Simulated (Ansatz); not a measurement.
The system is FeO (Wuestite).

```
CELL_PARAMETERS angstrom
1.51882 0.87689 2.51958
-1.51882 0.87689 2.51958
0.00000 -1.75378 2.51958
ATOMIC_POSITIONS crystal
Fe 0.00000 0.00000 0.00000
O 0.50000 0.50000 0.50000
```

Base run:

```yaml
Program: Ansatz 0.2.0
Functional: PBEsol
Potentials_or_basis: all-electron LAPW, inner shells corrected to Dirac's equation
Cutoff: 348 eV
Density_cutoff: 1391 eV
Basis_error_allowed: 0.001 eV/atom
k_mesh: 11 × 11 × 11
Occupations: fermi-dirac, width 0.05 eV
Spin: collinear spin, ferromagnetic start
Starting_moments: "[3.0, 0.0] μB"
```

Its results: pressure -9.5 GPa; net moment 4.00 μB per cell; site moments Fe +3.62; O +0.32 μB.

After a change of settings the same cell gave: pressure -8.6 GPa; net moment 4.00 μB per cell; site moments Fe +3.61; O +0.34 μB. Which change was it?
A. potentials or basis from all-electron LAPW, inner shells corrected to Dirac's equation to all-electron LAPW, scalar-relativistic
B. potentials or basis from all-electron LAPW, inner shells corrected to Dirac's equation to all-electron LAPW, non-relativistic
C. functional from PBEsol to LDA; potentials or basis from all-electron LAPW, inner shells corrected to Dirac's equation to all-electron LAPW, scalar-relativistic
D. potentials or basis from all-electron LAPW, inner shells corrected to Dirac's equation to all-electron PAW datasets made for the crystal

B.

Caveats: a cell with one magnetic atom can't hold antiferromagnetic order, which such compounds often take.

Not every run made on this cell is shown here.
